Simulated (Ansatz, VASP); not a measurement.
One calculation of KF, two programs

Contents of POSCAR:

```
KF
1.0
    0.0000000000      2.6066625000      2.5398250000
    2.6066625000      0.0000000000      2.5398250000
    2.6066625000      2.6066625000      0.0000000000
K F
1 1
Direct
    0.0000000000      0.0000000000      0.0000000000
    0.5000000000      0.5000000000      0.5000000000
```

The input INCAR.step1:

```
SYSTEM = KF
ALGO = Normal ; EDIFF = 1E-4
ENCUT = 520 ; GGA = PE
ISMEAR = 0 ; LASPH = .True.
LCHARG = .False. ; LREAL = .False.
LWAVE = .True. ; NBANDS = 15
NELM = 100 ; PREC = Accurate
SIGMA = 0.05
```

The input INCAR.step2:

```
SYSTEM = KF
ALGO = Normal ; EDIFF = 1E-7
ENCUT = 520 ; ISIF = 2
ISMEAR = 0 ; ISTART = 1
LASPH = .True. ; LCHARG = .False.
LMIXTAU = .True. ; LREAL = .False.
LWAVE = .False. ; METAGGA = R2SCAN
NBANDS = 15 ; NELM = 100
PREC = Accurate ; SIGMA = 0.05
```

File KPOINTS:

```
k-points
0
Gamma
  8 8 8
  0 0 0
```

Input for Ansatz:

```yaml
crystal:
  lattice:
    - [0.0, 2.6066625, 2.539825]
    - [2.6066625, 0.0, 2.539825]
    - [2.6066625, 2.6066625, 0.0]
  atoms:
    - { symbol: K, position: [0.0, 0.0, 0.0] }
    - { symbol: F, position: [0.5, 0.5, 0.5] }
basis:
  ecutwfc: 500
kpoints:
  mp_grid: { grid: [8, 8, 8] }
hamiltonian:
  xc: r2scan
scf:
  occupations: { method: gaussian, width: 0.05 }
output:
  forces: true
  stress: true
  eigenvalues: true
```

Change from the starting cell: strain -0.025 along x and y, -0.050 along z, atoms carried along.

Alike in both runs: task single point; functional r2SCAN; k mesh 8 × 8 × 8; occupations gaussian, width 0.05 eV; no spin polarisation.

|  | VASP | Ansatz |
| --- | --- | --- |
| version | VASP 6.6.1 | Ansatz 0.2.0 |
| potentials or method | VASP PAW PBE potentials, release 64 (K_sv, F) | scalar-relativistic, plane waves, PAW |
| plane-wave cutoff (eV) | 520 | 500 |
| valence electrons in the cell | 16 | 16 |

```csv
,VASP,Ansatz,Ansatz less VASP
gap on the k mesh at the Fermi level (eV),7.35,7.35,+0.001
least direct gap on the mesh (eV),7.35,7.35,+0.001
pressure (GPa),3.9,3.8,-0.04
largest component of the traceless stress (GPa),1.84,1.78,-0.056
```

Caveats: the PAW data sets were made with another functional, which shifts forces and pressure a little (VASP). A k mesh can miss the band edges.
